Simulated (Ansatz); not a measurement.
**TiS2: how the settings move a single-point run**

How sensitive is a single-point run of TiS2 to its settings? A reference run comes first, then six runs with altered input.

Method: reference: DFT, PBEsol, plane waves, PAW, in Ansatz 0.2.0.

1 further run of the same task is left out (it didn't finish).

**1. The system as given**

It takes space group P-3m1 (No. 164, trigonal). The conventional cell has a = 3.411 Å, b = 3.411 Å, c = 5.742 Å, α = 90.00°, β = 90.00°, γ = 120.00°. Around Ti (site symmetry -3m) lie 6 S at 2.42 Å. S (site symmetry 3m) is surrounded by 3 Ti at 2.42 Å.

Structure file:

```cif
data_structure
_symmetry_space_group_name_H-M 'P 1'
_symmetry_Int_Tables_number 1
_cell_length_a 3.4108
_cell_length_b 3.4108
_cell_length_c 5.7416
_cell_angle_alpha 89.997
_cell_angle_beta 89.997
_cell_angle_gamma 60.000
_cell_volume 57.85
loop_
_atom_site_label
_atom_site_type_symbol
_atom_site_fract_x
_atom_site_fract_y
_atom_site_fract_z
_atom_site_occupancy
Ti1 Ti 0.00000 0.00000 0.00000 1
S1 S 0.66665 0.66665 0.24478 1
S2 S 0.33335 0.33335 0.75522 1
```

**2. The reference run**

The input, input.yaml:

```yaml
crystal:
  lattice:
    - [2.9480793109, -1.7054152818, 0.1848650273]
    - [2.9480793109, 1.7054152818, 0.1848650273]
    - [-0.359017277, 0.0, 5.7303380735]
  atoms:
    - { symbol: Ti, position: [0.0, 0.0, 0.0] }
    - { symbol: S, position: [0.666652716, 0.666652716, 0.2447789819] }
    - { symbol: S, position: [0.333347284, 0.333347284, 0.7552210181] }
kpoints:
  mp_grid: { grid: [6, 6, 4] }
hamiltonian:
  xc: pbesol
scf:
  occupations: { method: fermi_dirac, width: 0.02 }
  n_extra_bands: 4
output:
  forces: true
  stress: true
  eigenvalues: true
  write_density: true
  write_potential: true
  elf: true
  volumetric_format: npy
```

On the command line:

```console
ansatz run input.yaml --threads 4 --pin off --max-ram 3686MiB --backend cpu --events-out ev --progress --plain --runs-dir out
```

From the output:

```text
[...]
Basis set: ecut = 420 eV, 1123 PW (Γ), exchange–correlation on 48×48×80 points (8 copies of the dense FFT grid, shifted against one another)
[...]
k-points: 47 of 144
[...]
SCF iter   1: F=—  HF=-4247.705303 eV  |F-HF|=—  |Δ(HF+E_count)|=         —  Δρ=4.65e-3  dr2=1.29e-2  ethr=1.77e-3  ⟨swp⟩=5.6  Hψ=4045  notcnv=0
preconditioner: auto → LDOS  [insulator: Δε(μ)=0.076 eV  Ē_g=7.005 eV  σ=0.020 eV  W_gap=0.67  n_scr=10 (ndim 8)  ℏωp=19.5 eV  f_vac=0.012  D(μ)=0.72/eV (n_scr^D=2)  ε∞_Penn≈8.8  β→1.0]
SCF iter   2: F=—  HF=-4247.703782 eV  |F-HF|=—  |Δ(HF+E_count)|=   1.52e-3  Δρ=3.57e-3  dr2=7.06e-3  ethr=5.38e-5  ⟨swp⟩=2.0  Hψ=1883  notcnv=0
[...]
SCF iter   6: F=—  HF=-4247.701341 eV  |F-HF|=—  |Δ(HF+E_count)|=   1.75e-5  Δρ=2.16e-5  dr2=1.09e-7  ethr=7.50e-8  ⟨swp⟩=2.3  Hψ=1059  notcnv=0
SCF iter   7: F=-4247.701341 eV  HF=-4247.701341 eV  |F-HF|=1.37e-9  |Δ(HF+E_count)|=   1.67e-7  Δρ=3.07e-6  dr2=2.78e-9  ethr=4.17e-10  ⟨swp⟩=8.1  Hψ=4294  notcnv=0
[...]
SCF converged after 7 iterations
Free energy (F): -4247.701341 eV
[...]
E sigma→0 (E₀):  -4247.700844 eV
[...]
Fermi energy:    7.622956 eV
[...]
  P = ⅓ Tr σ = -2.2891 GPa (-22.891 kbar)
[...]
```

Wall time 2 s (4 threads of Arm Neoverse N1, shared host); peak memory 0.36 GiB.

**3. A further run, with the input changed**

input.yaml, as its differences from that of step 2:

```diff
@@ -16,2 +16,3 @@
   n_extra_bands: 4
+  max_iter: 67
 output:
@@ -20,5 +21,4 @@
   eigenvalues: true
-  write_density: true
-  write_potential: true
-  elf: true
-  volumetric_format: npy
+magnetization:
+  spin_polarized: true
+  initial_magnetization: 2.0
```

On the command line:

```console
ansatz run input.yaml --threads 4 --pin off --max-ram 3686MiB --backend cpu --events-out ev --progress --plain --runs-dir out
```

Output (excerpt; [...] marks lines left out):

```text
Warning: the band count 16 (scf.n_extra_bands) hosts the net moment |M| = 2.0000 μB (N_el = 24) but caps the reachable moment at 2·n_bands − N_el = 8.0000 μB, below the 17 bands that the automatic rule leaves for it — a moment growing past the seed, or the majority channel's smearing [...]
Warning: RAYON_NUM_THREADS=4 ignored (pool sized by the plan → 4); use --threads N
scf.n_extra_bands = 4 over 12 filled bands (N_el = 24.0): the run solves 16 bands
[...]
Pseudopotentials: kind: paw
Pseudopotential: Ti, paw, valence charge 12, recommended cutoff 420 eV (normal), Ti.paw.azcp
Pseudopotential: S, paw, valence charge 6, recommended cutoff 420 eV (normal), S.paw.azcp
Functional definition: PBEsol
[...]
Crystal: 3 atoms, lattice volume = 57.847 Å³
Basis set: ecut = 420 eV, 1123 PW (Γ), exchange–correlation on 48×48×80 points (8 copies of the dense FFT grid, shifted against one another)
Bands: 16, of which v1, the nominal top of the filled ones, is band 12 counted from 1 (11 counted from 0)
Symmetry: 4 space group operations
Space group: C2/m (ITA 12), of the structure as read, at distance tolerance 3.9e-5 Å
Magnetic group: BNS 12.58 (UNI 65), of the structure as read, at distance tolerance 3.9e-5 Å
k-points: 47 of 144
[...]
Starting moments: Σ|m| = 2 μB on 3 of 3 sites
[...]
SCF iter   1: F=—  HF=-4245.771656 eV  |F-HF|=—  |Δ(HF+E_count)|=         —  Δρ=2.26e-2 (↑2.18e-2 ↓2.26e-2)  dr2=3.13e0  dr2_m=4.93e-2  M=2.000 μB ∫|m|=2.001 μB  β_m=0.30  ethr=3.10e-3  ⟨swp⟩=5.6  Hψ=8223  notcnv=0
[...]
spin=Collinear: Kerker preconditioning applied to the charge; magnetization (m = ρ↑ − ρ↓) channel mixes plain (no charge-response kernel on spin).
[...]
SCF iter  12: F=-4247.701341 eV  HF=-4247.701341 eV  |F-HF|=7.99e-10  |Δ(HF+E_count)|=   9.25e-9  Δρ=6.60e-7 (↑6.43e-7 ↓6.60e-7)  dr2=1.62e-9  dr2_m=4.17e-13  M=-0.000 μB ∫|m|=0.000 μB  ethr=3.17e-11  ⟨swp⟩=2.7  Hψ=4633  notcnv=0
[...]
WARN: the starting moments were not kept: the SCF closed with an absolute magnetisation of 8.7e-7 μB, where they sum to 2 μB in size (3 sites). That is at most 0.1 of that sum. Measured as dr2_m measures the in/out step, that magnetisation stands 9.9e-14 eV from none, at or under the [...]
SCF converged after 12 iterations
Magnetization: -0.0000 μB (12.0000 up, 12.0000 down)
Absolute magnetization: 0.0000 μB (∫|ρ↑−ρ↓|, with the PAW one-centre terms)
Spin contamination: 0.0000 ħ² per cell (⟨S²⟩ above its minimum at these occupations)
Per-site moments (μB) at R_I (Å): [(1.3947026615289506e-7, 0.9979694785210327), (-1.5240698906553685e-7, 0.9979694785210327), (-1.5240698904313344e-7, 0.9979694785210329)]
Free energy (F): -4247.701341 eV
[...]
E sigma→0 (E₀):  -4247.700844 eV
Entropy (-TS):   -0.000994 eV (-0.331 meV/atom)
Fermi energy:    7.622969 eV
[...]
--- Forces (eV/Å), atoms counted from 1 ---
  atom   1  Ti     0.00000000     0.00000000    -0.00000000
  atom   2  S      0.00251935     0.00000000    -0.03923387
  atom   3  S     -0.00251935    -0.00000000     0.03923387
[...]
--- Stress (GPa, compression-positive) ---
       -3.005426       0.000000      -0.135824
        0.000000      -3.013723      -0.000000
       -0.135824      -0.000000      -0.848376
  P = ⅓ Tr σ = -2.2892 GPa (-22.892 kbar)
--- Band table (eV; the first three rows and the last of 94) ---
  k-point 0 ↑: bands = ["-49.7681", "-26.1136", "-26.0600", "-26.0600", "-6.1537", "-4.4567", "2.2665", "4.7607", "4.7608", "7.5294", "7.6799", "7.6800", "8.0541", "8.0541", "8.5192", "11.1700"]
[...]
```

It took 3.4 s on 4 threads of Arm Neoverse N1, shared host; peak memory 0.4 GiB.

**4. Can this result be trusted?**

This run ends as converged, with warnings (moment headroom below auto, seeded moment not kept). Its log warns: «the band count 16 (scf.n_extra_bands) hosts the net moment |M| = 2.0000 μB (N_el = 24) but caps the reachable moment at 2·n_bands − N_el = 8.0000 μB ...»

In the input, magnetization.spin_polarized is true; magnetization.initial_magnetization is 2.0. The typed moment seeds the first density and isn't held; the loop moved away from it. The run ends with a total moment of 0.00 μB.

The way back: delete magnetization.spin_polarized and magnetization.initial_magnetization (the default then holds).

With the changed spin polarisation the energy stays within 0.5 meV/atom: no moment survives, so both runs end on the same non-magnetic state.

**5. Variant: ecutwfc 200**

input.yaml, as its differences from that of step 2:

```diff
@@ -20,5 +20,3 @@
   eigenvalues: true
-  write_density: true
-  write_potential: true
-  elf: true
-  volumetric_format: npy
+basis:
+  ecutwfc: 200
```

On the command line:

```console
ansatz run input.yaml --threads 4 --pin off --max-ram 3686MiB --backend cpu --events-out ev --progress --plain --runs-dir out
```

Output (excerpt; [...] marks lines left out):

```text
Warning: basis.ecutwfc = 200 eV is below the records' recommended 420 eV, and the density's cutoff is lower with it unless basis.ecutrho_ratio is high enough to keep the records' density cutoff: compare with a run at a higher cutoff
Warning: RAYON_NUM_THREADS=4 ignored (pool sized by the plan → 4); use --threads N
scf.n_extra_bands = 4 over 12 filled bands (N_el = 24.0): the run solves 16 bands
[...]
Pseudopotentials: kind: paw
Pseudopotential: Ti, paw, valence charge 12, recommended cutoff 420 eV (normal), Ti.paw.azcp
Pseudopotential: S, paw, valence charge 6, recommended cutoff 420 eV (normal), S.paw.azcp
Functional definition: PBEsol
[...]
Crystal: 3 atoms, lattice volume = 57.847 Å³
Basis set: ecut = 200 eV, 373 PW (Γ), exchange–correlation on 32×32×54 points (8 copies of the dense FFT grid, shifted against one another)
Bands: 16, of which v1, the nominal top of the filled ones, is band 12 counted from 1 (11 counted from 0)
Symmetry: 4 space group operations
[...]
k-points: 47 of 144
[...]
SCF iter   1: F=—  HF=-4242.195949 eV  |F-HF|=—  |Δ(HF+E_count)|=         —  Δρ=6.27e-2  dr2=2.03e0  ethr=1.77e-3  ⟨swp⟩=6.3  Hψ=3805  notcnv=0
[...]
SCF iter  10: F=-4241.466411 eV  HF=-4241.466411 eV  |F-HF|=1.55e-8  |Δ(HF+E_count)|=   1.06e-7  Δρ=5.06e-6  dr2=1.82e-8  ethr=4.17e-10  ⟨swp⟩=3.0  Hψ=2622  notcnv=0
[...]
SCF converged after 10 iterations
Free energy (F): -4241.466411 eV
[...]
E sigma→0 (E₀):  -4241.465924 eV
Entropy (-TS):   -0.000974 eV (-0.325 meV/atom)
Fermi energy:    7.645677 eV
[...]
--- Forces (eV/Å), atoms counted from 1 ---
  atom   1  Ti     0.00000000     0.00000000     0.00000000
  atom   2  S      0.01797242     0.00000000    -0.28682636
  atom   3  S     -0.01797242    -0.00000000     0.28682636
[...]
--- Stress (GPa, compression-positive) ---
       -6.722605       0.000000      -0.304047
        0.000000      -6.741687      -0.000000
       -0.304047      -0.000000      -1.893966
  P = ⅓ Tr σ = -5.1194 GPa (-51.194 kbar)
--- Band table (eV; the first three rows and the last of 47) ---
  k-point 0: bands = ["-51.7168", "-27.4267", "-27.2625", "-27.2625", "-6.1132", "-4.4149", "2.2661", "4.7588", "4.7589", "7.5368", "7.6974", "7.6975", "7.9084", "7.9085", "8.5976", "11.1861"]
[...]
```

It took 0.98 s on 4 threads of Arm Neoverse N1, shared host; peak memory 0.29 GiB.

Changing the cutoff moves the energy by +2.08 eV/atom, and the pressure goes from -2.3 to -5.1 GPa and the largest force goes from 0.04 to 0.29 eV/Å. The lower cutoff gives the higher energy: the smaller basis describes the state less well. The log warns that the cutoff is under what these potentials recommend, so the shift is basis error.

**6. Variant: n_extra_bands 1**

input.yaml, as its differences from that of step 2:

```diff
@@ -15,3 +15,3 @@
   occupations: { method: fermi_dirac, width: 0.02 }
-  n_extra_bands: 4
+  n_extra_bands: 1
 output:
@@ -20,5 +20 @@
   eigenvalues: true
-  write_density: true
-  write_potential: true
-  elf: true
-  volumetric_format: npy
```

On the command line:

```console
ansatz run input.yaml --threads 4 --pin off --max-ram 3686MiB --backend cpu --events-out ev --progress --plain --runs-dir out
```

Output (excerpt; [...] marks lines left out):

```text
Warning: RAYON_NUM_THREADS=4 ignored (pool sized by the plan → 4); use --threads N
scf.n_extra_bands = 1 over 12 filled bands (N_el = 24.0): the run solves 13 bands
[...]
Pseudopotentials: kind: paw
Pseudopotential: Ti, paw, valence charge 12, recommended cutoff 420 eV (normal), Ti.paw.azcp
Pseudopotential: S, paw, valence charge 6, recommended cutoff 420 eV (normal), S.paw.azcp
Functional definition: PBEsol
[...]
Crystal: 3 atoms, lattice volume = 57.847 Å³
Basis set: ecut = 420 eV, 1123 PW (Γ), exchange–correlation on 48×48×80 points (8 copies of the dense FFT grid, shifted against one another)
Bands: 13, of which v1, the nominal top of the filled ones, is band 12 counted from 1 (11 counted from 0)
Symmetry: 4 space group operations
Space group: C2/m (ITA 12), of the structure as read, at distance tolerance 3.9e-5 Å
k-points: 47 of 144
[...]
SCF iter   1: F=—  HF=-4247.705293 eV  |F-HF|=—  |Δ(HF+E_count)|=         —  Δρ=4.64e-3  dr2=1.29e-2  ethr=1.77e-3  ⟨swp⟩=5.8  Hψ=3392  notcnv=0
[...]
SCF iter   7: F=-4247.701341 eV  HF=-4247.701341 eV  |F-HF|=1.06e-9  |Δ(HF+E_count)|=   2.14e-7  Δρ=3.17e-6  dr2=3.28e-9  ethr=4.17e-10  ⟨swp⟩=4.0  Hψ=2303  notcnv=0
[...]
SCF converged after 7 iterations
Free energy (F): -4247.701341 eV
[...]
E sigma→0 (E₀):  -4247.700844 eV
Entropy (-TS):   -0.000994 eV (-0.331 meV/atom)
Fermi energy:    7.622954 eV
[...]
--- Forces (eV/Å), atoms counted from 1 ---
  atom   1  Ti     0.00000000     0.00000000    -0.00000000
  atom   2  S      0.00251831     0.00000000    -0.03921957
  atom   3  S     -0.00251831    -0.00000000     0.03921957
[...]
--- Stress (GPa, compression-positive) ---
       -3.005259       0.000000      -0.135808
        0.000000      -3.013557      -0.000000
       -0.135808      -0.000000      -0.848467
  P = ⅓ Tr σ = -2.2891 GPa (-22.891 kbar)
--- Band table (eV; the first three rows and the last of 47) ---
  k-point 0: bands = ["-49.7680", "-26.1136", "-26.0599", "-26.0599", "-6.1537", "-4.4567", "2.2665", "4.7607", "4.7608", "7.5294", "7.6799", "7.6800", "8.0541"]
[...]
```

Run time: 1.6 s. Hardware: 4 threads of Arm Neoverse N1, shared host; peak memory 0.35 GiB.

Energy and cycle count are those of the reference, so the change (band count) left the result and the number of cycles as they were.

(Part 1 of 2 ends here.)
